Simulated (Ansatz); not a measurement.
Clamped-ion strain scan in Zr

Method: DFT LDA, scalar-relativistic, plane waves, PAW (Ansatz). The runs took a 420 eV cutoff, a Γ-centred 18×18×10 mesh and Gaussian smearing (0.15 eV). No spin polarisation. Energies are free energies at this smearing, counted from the undisturbed cell; pressure is positive in compression.

The starting cell (as given, not relaxed at this level; it stands at -6.1 GPa):

```
CELL_PARAMETERS angstrom
3.23200 0.00000 0.00000
-1.61600 2.79899 0.00000
0.00000 0.00000 5.14700
ATOMIC_POSITIONS crystal
Zr 0.33333 0.66667 0.25000
Zr 0.66667 0.33333 0.75000
```

The cell is strained by ε times the Voigt pattern (0, 0, 0, 0, 1, 0) (xx, yy, zz, yz, xz, xy; engineering shear) with fractional coordinates fixed. The cell is metallic on the mesh throughout.

```
      ε  ΔE (meV/atom)
-0.0600            4.8
-0.0300            1.2
 0.0000            0.0
 0.0150            0.3
 0.0450            2.7
```

(1) Predict the stress summed along the pattern (GPa, tension positive) at each point.

## Answers

(1)
| ε | stress summed along the pattern (GPa, tension positive) |
| --- | --- |
| -0.0600 | -1.28 |
| -0.0300 | -0.64 |
| 0.0000 | 0.00 |
| 0.0150 | 0.32 |
| 0.0450 | 0.96 |